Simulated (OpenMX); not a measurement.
Moving the dispersion correction in Re

The structure is hexagonal, space group P6_3/mmc (No. 194). The conventional cell has a = 2.761 Å, b = 2.761 Å, c = 4.458 Å, α = 90.00°, β = 90.00°, γ = 120.00°. Re (site symmetry -6m2) has 12 Re at 2.74 to 2.76 Å as nearest neighbours.

Kept alike: task single point; functional PBE; k mesh 9 × 9 × 5; occupations fermi-dirac, width 0.05 eV; no spin polarisation. Program: OpenMX, OpenMX 2013 PBE set, Re7.0-s3p2d2f1, grid cutoff 400 Ry. The mesh is that of the run's cell of 2 atoms. No spin-orbit coupling.

| dispersion correction | pressure (GPa) |
| --- | --- |
| D3(zero) | -2.08 |
| D3(BJ) | -1.60 |
| D4 | -1.41 |
| none | 5.73 |

Pressure is positive in compression. For a metal such a mesh leaves the last digits unconverged.

Task: What does the dispersion correction change here?

Result: The pressure runs from -2.08 (D3(zero)) to 5.73 GPa (none). Dispersion terms mostly attract, so at fixed cell they lower the pressure.
